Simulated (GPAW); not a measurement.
# Pb (Fm-3m) in GPAW: further runs, part 2 of 2

GPAW 26.7.0.

## 3. Density of states, BLYP+D4

Contents of run.py:

```python
import numpy as np
from ase.calculators.mixing import SumCalculator
from ase.dft.bandgap import bandgap
from ase.io import read, write
from ase.units import GPa
from dftd4.ase import DFTD4
from gpaw import GPAW, PW, setup_paths

setup_paths.insert(0, '.')

atoms = read('POSCAR')

calc = GPAW(mode=PW(600),
            xc='BLYP',
            kpts={'size': (9, 9, 9), 'gamma': True},
            occupations={'name': 'improved-tetrahedron-method'},
            nbands=14,
            convergence={'density': 1e-05, 'energy': 1e-05},
            eigensolver='davidson',
            maxiter=150,
            txt='gpaw.txt')
atoms.calc = SumCalculator([calc, DFTD4(method='blyp')])
energy = atoms.get_potential_energy()
forces = atoms.get_forces()
stress = atoms.get_stress()
calc.write('gs.gpw')
write('result.traj', atoms)
print(f'Energy: {energy:.6f} eV')
print('Forces (eV/A):')
print(forces.round(4))
print('Stress (GPa):', (stress / GPa).round(3))
print('Fermi level:', round(calc.get_fermi_level(), 4), 'eV')
print(f'Gap: {bandgap(calc)[0]:.4f} eV, direct: {bandgap(calc, direct=True)[0]:.4f} eV')

dense = calc.fixed_density(kpts={'size': (13, 13, 13), 'gamma': True}, update_fermi_level=True,
                           nbands=23, convergence={'bands': 'CBM+6.0', 'eigenstates': 1e-6}, txt='dos.txt')
ef = dense.get_fermi_level()
dos = dense.dos(shift_fermi_level=False)
energies = np.linspace(ef - 14, ef + 6, 401)
spins = [None]
columns = [energies] + [dos.raw_dos(energies, spin=s, width=0.1) for s in spins]
for symbol, l in [('Pb', 0), ('Pb', 1), ('Pb', 2)]:
    for s in spins:
        columns.append(sum(dos.raw_pdos(energies, a=a.index, l=l, spin=s, width=0.1)
                           for a in atoms if a.symbol == symbol))
np.savetxt('dos.dat', np.array(columns).T, fmt='%.4f')
print('Fermi level on the dense mesh:', round(ef, 4), 'eV')
```

Contents of POSCAR:

```
Pb
1.0
    0.0000000000      2.4750200000      2.4750200000
    2.4750200000      0.0000000000      2.4750200000
    2.4750200000      2.4750200000      0.0000000000
Pb
1
Direct
    0.0000000000      0.0000000000      0.0000000000
```

Potentials or basis: PAW data sets generated in the run's folder for this functional, pw.

Run with:

```
> gpaw-setup -f BLYP Pb
> OMP_NUM_THREADS=1 python run.py
```

gpaw.txt:

```text
__  _  _
 | _ |_)|_||  |
 |__||  | ||/\| - 26.7.0

Input parameters:
  mode=PW(ecut=600.0),
  convergence={'density': 1e-05, 'energy': 1e-05},
  eigensolver=Davidson(niter=2),
  kpts=MonkhorstPack(size=(9, 9, 9), gamma=True),
  maxiter=150,
  nbands=14,
  occupations=Occupations(name='improved-tetrahedron-method'),
  xc=XC(name='BLYP')

Diagonalizing LCAO Hamiltonian
Converting LCAO to pw mode

       Pb

Atoms  # Å, Bohr magnetons
|   | symbol |        x |        y |        z |    initial magnetic moments |
|---|--------|----------|----------|----------|-----------------------------|
| 0 |     Pb | 0.000000 | 0.000000 | 0.000000 | ( 0.0000,  0.0000,  0.0000) |

Unit cell  # Å
| periodic |        x |        y |        z |  lengths |    angles |
|----------|----------|----------|----------|----------|-----------|
|      yes | 0.000000 | 2.475020 | 2.475020 | 3.500207 | 60.000000 |
|      yes | 2.475020 | 0.000000 | 2.475020 | 3.500207 | 60.000000 |
|      yes | 2.475020 | 2.475020 | 0.000000 | 3.500207 | 60.000000 |

Number of symmetries: 48
Symmetry operations  # r_c * U_cc + t_c -> r_c
|    | kind |            matrix            |
|----|------|------------------------------|
|  0 |  σ   |  1, 0, 0,  1, 0,-1,  1,-1, 0 |
|  1 |  C2  |  1, 0, 0,  1,-1, 0,  1, 0,-1 |
|  2 |  E   |  1, 0, 0,  0, 1, 0,  0, 0, 1 |
|  3 |  σ   |  1, 0, 0,  0, 0, 1,  0, 1, 0 |
|  4 |  C4  |  1, 0,-1,  1, 0, 0,  1,-1, 0 |
|  5 |  S6  |  1, 0,-1,  1,-1, 0,  1, 0, 0 |
|  6 |  σ   |  1, 0,-1,  0, 1,-1,  0, 0,-1 |
|  7 |  C3  |  1, 0,-1,  0, 0,-1,  0, 1,-1 |
|  8 |  S6  |  1,-1, 0,  1, 0, 0,  1, 0,-1 |
|  9 |  C4  |  1,-1, 0,  1, 0,-1,  1, 0, 0 |
| 10 |  C3  |  1,-1, 0,  0,-1, 1,  0,-1, 0 |
| 11 |  σ   |  1,-1, 0,  0,-1, 0,  0,-1, 1 |
| 12 |  σ   |  0, 1, 0,  1, 0, 0,  0, 0, 1 |
| 13 |  C4  |  0, 1, 0,  0, 1,-1, -1, 1, 0 |
| 14 |  C3  |  0, 1, 0,  0, 0, 1,  1, 0, 0 |
| 15 |  S6  |  0, 1, 0, -1, 1, 0,  0, 1,-1 |
| 16 |  C2  |  0, 1,-1,  1, 0,-1,  0, 0,-1 |
| 17 |  σ   |  0, 1,-1,  0, 1, 0, -1, 1, 0 |
| 18 |  S4  |  0, 1,-1,  0, 0,-1,  1, 0,-1 |
| 19 |  C4  |  0, 1,-1, -1, 1, 0,  0, 1, 0 |
| 20 |  C3  |  0, 0, 1,  1, 0, 0,  0, 1, 0 |
| 21 |  σ   |  0, 0, 1,  0, 1, 0,  1, 0, 0 |
| 22 |  S6  |  0, 0, 1,  0,-1, 1, -1, 0, 1 |
| 23 |  C4  |  0, 0, 1, -1, 0, 1,  0,-1, 1 |
| 24 |  S4  |  0, 0,-1,  1, 0,-1,  0, 1,-1 |
| 25 |  C3  |  0, 0,-1,  0, 1,-1,  1, 0,-1 |
| 26 |  C2  |  0, 0,-1,  0,-1, 0, -1, 0, 0 |
| 27 |  S6  |  0, 0,-1, -1, 0, 0,  0,-1, 0 |
| 28 |  S4  |  0,-1, 1,  1,-1, 0,  0,-1, 0 |
| 29 |  C4  |  0,-1, 1,  0, 0, 1, -1, 0, 1 |
| 30 |  C2  |  0,-1, 1,  0,-1, 0,  1,-1, 0 |
| 31 |  σ   |  0,-1, 1, -1, 0, 1,  0, 0, 1 |
| 32 |  C3  |  0,-1, 0,  1,-1, 0,  0,-1, 1 |
| 33 |  S6  |  0,-1, 0,  0, 0,-1, -1, 0, 0 |
| 34 |  S4  |  0,-1, 0,  0,-1, 1,  1,-1, 0 |
| 35 |  C2  |  0,-1, 0, -1, 0, 0,  0, 0,-1 |
| 36 |  C2  | -1, 1, 0,  0, 1, 0,  0, 1,-1 |
| 37 |  S6  | -1, 1, 0,  0, 1,-1,  0, 1, 0 |
| 38 |  S4  | -1, 1, 0, -1, 0, 1, -1, 0, 0 |
| 39 |  C3  | -1, 1, 0, -1, 0, 0, -1, 0, 1 |
| 40 |  S6  | -1, 0, 1,  0, 0, 1,  0,-1, 1 |
| 41 |  C2  | -1, 0, 1,  0,-1, 1,  0, 0, 1 |
[... 75 lines left out ...]
    |    d |        |       6.227 |    1.217 |

    Using partial waves for Pb as LCAO basis

Reference energy: -567303.352996  # eV

eigensolver:
  Davidson
  Converge bands: occupied
  niter=2

density mixing:
  MSR1-Mixer
  Pratt-step length: 0.05
  Maximum mixing coefficient: 0.75
  Old densities: 10
  SVD Regularization: 0.005
  Good broyden scale: 1.0
  Trust region scale: 1.0
  Backstep threshold: 4.0
  History deletion threshold: 6.0
  Fourier metric: weight=20.0, sigma=0.015

occupation numbers:
  TetrahedronMethod(rcell=[[-0.20201856954691275, 0.20201856954691275, 0.20201856954691275], [0.20201856954691275, -0.20201856954691275, 0.20201856954691275], [0.20201856954691275, 0.20201856954691275, -0.20201856954691275]], size=[9, 9, 9], bz2ibzmap=[34, 33, 32, 31, 30, 29, 28, 27, 26, 33, 25, 24, 23, 31, 22, 21, 20, 19, 32, 24, 18, 24, 32, 17, 16, 16, 17, 31, 23, 24, 25, 33, 19, 20, 21, 22, 30, 31, 32, 33, 34, 26, 27, 28, 29, 29, 22, 17, 19, 26, 26, 19, 17, 22, 28, 21, 16, 20, 27, 19, 15, 14, 17, 27, 20, 16, 21, 28, 17, 14, 15, 19, 26, 19, 17, 22, 29, 22, 17, 19, 26, 33, 25, 24, 23, 31, 22, 21, 20, 19, 25, 13, 12, 11, 10, 31, 28, 9, 15, 24, 12, 8, 7, 11, 23, 17, 20, 14, 23, 11, 7, 8, 12, 24, 14, 20, 17, 31, 10, 11, 12, 13, 25, 15, 9, 28, 22, 31, 23, 24, 25, 33, 19, 20, 21, 21, 28, 17, 14, 15, 19, 27, 20, 16, 20, 9, 20, 20, 9, 20, 20, 9, 20, 19, 15, 14, 17, 28, 21, 16, 20, 27, 32, 24, 18, 24, 32, 17, 16, 16, 17, 24, 12, 8, 7, 11, 23, 17, 20, 14, 18, 8, 6, 5, 4, 11, 32, 27, 15, 24, 7, 5, 3, 5, 7, 24, 19, 19, 32, 11, 4, 5, 6, 8, 18, 15, 27, 17, 23, 11, 7, 8, 12, 24, 14, 20, 16, 17, 32, 24, 18, 24, 32, 17, 16, 16, 20, 27, 19, 15, 14, 17, 28, 21, 17, 14, 15, 19, 27, 20, 16, 21, 28, 31, 23, 24, 25, 33, 19, 20, 21, 22, 23, 11, 7, 8, 12, 24, 14, 20, 17, 24, 7, 5, 3, 5, 7, 24, 19, 19, 25, 8, 3, 2, 1, 5, 12, 33, 26, 33, 12, 5, 1, 2, 3, 8, 25, 26, 19, 24, 7, 5, 3, 5, 7, 24, 19, 20, 14, 24, 12, 8, 7, 11, 23, 17, 21, 20, 19, 33, 25, 24, 23, 31, 22, 22, 17, 19, 26, 26, 19, 17, 22, 29, 30, 31, 32, 33, 34, 26, 27, 28, 29, 31, 10, 11, 12, 13, 25, 15, 9, 28, 32, 11, 4, 5, 6, 8, 18, 15, 27, 33, 12, 5, 1, 2, 3, 8, 25, 26, 34, 13, 6, 2, 0, 2, 6, 13, 34, 26, 25, 8, 3, 2, 1, 5, 12, 33, 27, 15, 18, 8, 6, 5, 4, 11, 32, 28, 9, 15, 25, 13, 12, 11, 10, 31, 29, 28, 27, 26, 34, 33, 32, 31, 30, 29, 22, 17, 19, 26, 26, 19, 17, 22, 22, 31, 23, 24, 25, 33, 19, 20, 21, 17, 23, 11, 7, 8, 12, 24, 14, 20, 19, 24, 7, 5, 3, 5, 7, 24, 19, 26, 25, 8, 3, 2, 1, 5, 12, 33, 26, 33, 12, 5, 1, 2, 3, 8, 25, 19, 19, 24, 7, 5, 3, 5, 7, 24, 17, 20, 14, 24, 12, 8, 7, 11, 23, 22, 21, 20, 19, 33, 25, 24, 23, 31, 28, 21, 16, 20, 27, 19, 15, 14, 17, 21, 28, 17, 14, 15, 19, 27, 20, 16, 16, 17, 32, 24, 18, 24, 32, 17, 16, 20, 14, 24, 12, 8, 7, 11, 23, 17, 27, 15, 18, 8, 6, 5, 4, 11, 32, 19, 19, 24, 7, 5, 3, 5, 7, 24, 15, 27, 32, 11, 4, 5, 6, 8, 18, 14, 20, 17, 23, 11, 7, 8, 12, 24, 17, 16, 16, 17, 32, 24, 18, 24, 32, 27, 20, 16, 21, 28, 17, 14, 15, 19, 20, 9, 20, 20, 9, 20, 20, 9, 20, 16, 20, 27, 19, 15, 14, 17, 28, 21, 21, 20, 19, 33, 25, 24, 23, 31, 22, 28, 9, 15, 25, 13, 12, 11, 10, 31, 17, 20, 14, 24, 12, 8, 7, 11, 23, 14, 20, 17, 23, 11, 7, 8, 12, 24, 15, 9, 28, 31, 10, 11, 12, 13, 25, 19, 20, 21, 22, 31, 23, 24, 25, 33, 26, 19, 17, 22, 29, 22, 17, 19, 26, 19, 15, 14, 17, 28, 21, 16, 20, 27, 17, 14, 15, 19, 27, 20, 16, 21, 28, 22, 17, 19, 26, 26, 19, 17, 22, 29, 29, 28, 27, 26, 34, 33, 32, 31, 30, 22, 21, 20, 19, 33, 25, 24, 23, 31, 17, 16, 16, 17, 32, 24, 18, 24, 32, 19, 20, 21, 22, 31, 23, 24, 25, 33, 26, 27, 28, 29, 30, 31, 32, 33, 34], parallel_layout=<1x1x1>)

poisson solver:
  ecut: 4800.0  # eV

xc functional:
  name: BLYP with 2 nearest neighbor stencil

convergence criteria:
- Maximum integral of absolute [dens]ity change: 1e-05 electrons / valence electron
- Maximum [total energy] change in last 3 cyles: 1e-05 eV / valence electron
- Maximum integral of absolute [eigenst]ate change: 4e-08 eV^2 / valence electron
maximum number of iterations: 150

SCF iterations
|iter     | |      energy | eigst |  dens |
|---------|-|-------------|-------|-------|
|iter:   1| |   -3.057572 | -0.20 |       |
|iter:   2| |   -3.060257 | -1.85 | -1.90 |
|iter:   3| |   -3.056216 | -2.28 | -1.93 |
|iter:   4| |   -3.054826 | -3.87 | -2.39 |
|iter:   5| |   -3.054978 | -4.15 | -2.71 |
|iter:   6| |   -3.054980 | -5.10 | -3.82 |
|iter:   7| |   -3.054984c| -5.83 | -4.16 |
|iter:   8| |   -3.054985c| -6.78 | -4.54 |
|iter:   9| |   -3.054986c| -6.98 | -5.21c|
|iter:  10| |   -3.054986c| -8.19c| -5.73c|

Converged in 10 steps
Energy contributions relative to reference atoms: (reference = -567303.352996)

Energy contributions:
  Kinetic:          10.683849
  Coulomb:         -10.469607
  Zero:              0.118852
  External:          0.000000
  Xc:               -3.388080
  Entropy:           0.000000
  Spinorbit:         0.000000
  ----------------------------
  Free energy:      -3.054986
  Extrapolated:     -3.054986

dipole moment: (-21.029882, -21.029882, -21.029882)  # |e|*Ang

Fermi level: 8.170
Eigenvalues  # (at kpt = [0.000, 0.000, 0.000])
| band index |      eig [eV] | occ [0-2] |
|------------|---------------|-----------|
|          0 |        -9.008 |     2.000 |
|          1 |        -9.008 |     2.000 |
|          2 |        -9.008 |     2.000 |
|          3 |        -8.866 |     2.000 |
|          4 |        -8.866 |     2.000 |
|          5 |        -3.670 |     2.000 |
|          6 |        15.272 |     0.000 |
|          7 |        15.272 |     0.000 |
|          8 |        15.272 |     0.000 |
|          9 |        18.228 |     0.000 |
|         10 |        19.901 |     0.000 |
|         11 |        20.694 |     0.000 |
|         12 |        20.694 |     0.000 |
|         13 |        21.201 |     0.000 |

No gap
No difference between direct/indirect transitions

Forces  # eV/Ang
|       x |        y |       z |
|---------|----------|---------|
| 0.00000 | -0.00000 | 0.00000 |  # Pb   0

Stress tensor  # eV/Ang^3
|         x |         y |         z |
|-----------|-----------|-----------|
| -0.036954 |  0.000000 |  0.000000 |
|  0.000000 | -0.036954 | -0.000000 |
|  0.000000 | -0.000000 | -0.036954 |

# Writing to gs.gpw (mode='')
```

Run time: 26 s. Hardware: 1 thread of Arm Neoverse V1, shared host; peak memory 0.2 GiB.

Results:

- Free energy: -3.8456 eV
- Pressure: 1.8 GPa
- Band gap on the k mesh: none (metal or under the smearing width)
- Dispersion energy per atom: -0.791 eV
- Density of states at the Fermi level: 0.71 states/eV per cell

States per cell in windows of 1 eV (zero at the Fermi level; states under -8 eV left out):
```tsv
from (eV)	total
-8.0	0.64
-7.0	0.14
-6.0	0.00
-5.0	0.02
-4.0	0.23
-3.0	0.74
-2.0	0.49
-1.0	0.49
0.0	0.56
1.0	0.69
2.0	0.79
3.0	0.66
4.0	0.67
5.0	0.38
```

Caveat: pairwise dispersion overbinds metals, which lowers pressure and volume.

## 4. Band structure, PBE

Contents of run.py:

```python
from ase import Atoms
from ase.dft.bandgap import bandgap
from ase.io import write
from ase.units import GPa
from gpaw import GPAW, PW

atoms = Atoms(['Pb'],
              cell=[[0.0, 2.47502, 2.47502],
                    [2.47502, 0.0, 2.47502],
                    [2.47502, 2.47502, 0.0]],
              scaled_positions=[[0.0, 0.0, 0.0]],
              pbc=True)

calc = GPAW(mode=PW(600),
            xc='PBE',
            kpts={'size': (9, 9, 9), 'gamma': True},
            occupations={'name': 'fermi-dirac', 'width': 0.05},
            nbands=14,
            convergence={'density': 1e-05, 'energy': 1e-05},
            maxiter=150,
            txt='gpaw.txt')
atoms.calc = calc
energy = atoms.get_potential_energy()
forces = atoms.get_forces()
stress = atoms.get_stress()
calc.write('gs.gpw')
write('result.traj', atoms)
print(f'Energy: {energy:.6f} eV')
print('Forces (eV/A):')
print(forces.round(4))
print('Stress (GPa):', (stress / GPa).round(3))
print('Fermi level:', round(calc.get_fermi_level(), 4), 'eV')
print(f'Gap: {bandgap(calc)[0]:.4f} eV, direct: {bandgap(calc, direct=True)[0]:.4f} eV')

path = atoms.cell.bandpath('GXWKGLUWLK,UX', npoints=80, eps=1e-4)
bs_calc = calc.fixed_density(kpts=path, symmetry='off', nbands=23,
                             convergence={'bands': 'CBM+6.0', 'eigenstates': 1e-6}, txt='bands.txt')
bs = bs_calc.band_structure()
bs.write('bs.json')
print(f'Gap on the path: {bandgap(bs_calc)[0]:.4f} eV')
```

Potentials or basis: GPAW PAW data sets (gpaw-data 1.2.1), pw.

Run with:

```
> OMP_NUM_THREADS=1 python run.py
```

It took 19 s on 1 thread of Arm Neoverse V1, shared host; peak memory 0.19 GiB.

Results (log left out):

```yaml
Free_energy: -3.8247 eV
Pressure: 2.0 GPa
Band_gap_along_the_path: none (metal or under the smearing width)
```

Levels at the corners of the path, in eV from the Fermi level:
```tsv
point	band 3	band 4	band 5	band 6	band 7	band 8	band 9	band 10
Γ	-16.91	-16.77	-16.77	-11.54	7.54	7.54	7.54	9.99
X	-16.65	-16.60	-16.60	-6.47	-3.13	2.18	2.18	5.56
W	-16.85	-16.72	-16.60	-6.36	-1.23	-1.23	0.41	11.00
K	-16.71	-16.70	-16.65	-6.55	-2.14	-1.08	3.11	6.64
Γ	-16.91	-16.77	-16.77	-11.54	7.54	7.54	7.54	9.99
L	-16.90	-16.64	-16.64	-7.89	-4.06	5.71	5.71	9.45
U	-16.71	-16.70	-16.65	-6.55	-2.14	-1.08	3.11	6.64
W	-16.85	-16.72	-16.60	-6.36	-1.23	-1.23	0.41	11.00
L	-16.90	-16.64	-16.64	-7.89	-4.06	5.71	5.71	9.45
K	-16.71	-16.70	-16.65	-6.55	-2.14	-1.08	3.11	6.64
U	-16.71	-16.70	-16.65	-6.55	-2.14	-1.08	3.11	6.64
X	-16.65	-16.60	-16.60	-6.47	-3.13	2.18	2.18	5.56
```

Caveat: spin-orbit coupling is left out, which moves the levels of the heavy elements.

## 5. The runs side by side

| task | level | potentials or basis | smearing | data set | eigensolver | k mesh for the DOS | dos width | band path | pressure (GPa) |
| --- | --- | --- | --- | --- | --- | --- | --- | --- | --- |
| equation of state | PBE | JTH PAW 2.0, PBE, pw | fermi-dirac 0.05 eV | Pb jth | - | - | - | - | - |
| density of states | BLYP+D4 | PAW data sets generated in the run's folder for this functional, pw | improved-tetrahedron-method | - | davidson | 13 × 13 × 13 | 0.1 eV | - | 1.8 |
| band structure | PBE | GPAW PAW data sets (gpaw-data 1.2.1), pw | fermi-dirac 0.05 eV | - | - | - | - | GXWKGLUWLK,UX | 2.0 |

Alike in all rows: no spin polarisation; cell as given; k mesh 9 × 9 × 9; cutoff (eV) 600.

Caveats: the program truncates these outside data sets (some runs); pairwise dispersion overbinds metals, which lowers pressure and volume (some runs); spin-orbit coupling is left out, which moves the levels of the heavy elements (some runs).

Total energies depend on the potentials used, so only differences within one code and one set of settings carry meaning.

## 6. Against experiment

Step 2. The cell as given is a measured one (30.32 Å³/atom); PBE puts the equilibrium volume +5.3 % from it, thermal expansion not counted.
